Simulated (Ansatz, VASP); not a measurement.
# InAs: VASP beside Ansatz

```
In As
1.0
     0.00000    3.02400    3.02400
     3.02400    0.00000    3.02400
     3.02400    3.02400    0.00000
In As
1 1
Direct
  0.00000 0.00000 0.00000
  0.75000 0.75000 0.75000
```

Alike in both runs: task single point; functional PBE; dispersion D3(BJ); k mesh 6 × 6 × 6; occupations gaussian, width 0.1 eV; no spin polarisation.

|  | VASP | Ansatz |
| --- | --- | --- |
| version | VASP 6.6.1 | Ansatz 0.2.0 |
| potentials or method | VASP PAW PBE potentials, release 64 (In_d, As) | scalar-relativistic, plane waves, PAW |
| plane-wave cutoff (eV) | 520 | 420 |
| valence electrons in the cell | 18 | 28 |

VASP gave:

| Quantity | Value |
| --- | --- |
| gap on the k mesh at the Fermi level (eV) | none |
| pressure (GPa) | 2.0 |

Question: Which values does Ansatz return?

Answer: gap on the k mesh at the Fermi level (eV): none; pressure (GPa): 1.9.

A gap of «none» marks a metal or a gap that the smearing closes. The two sets of potentials don't hold the same shells in valence.

Caveats: pairwise dispersion overbinds metals, which lowers pressure and volume; this crystal is a semiconductor, whose small gap the functional closes, so the metal is an error of the method.
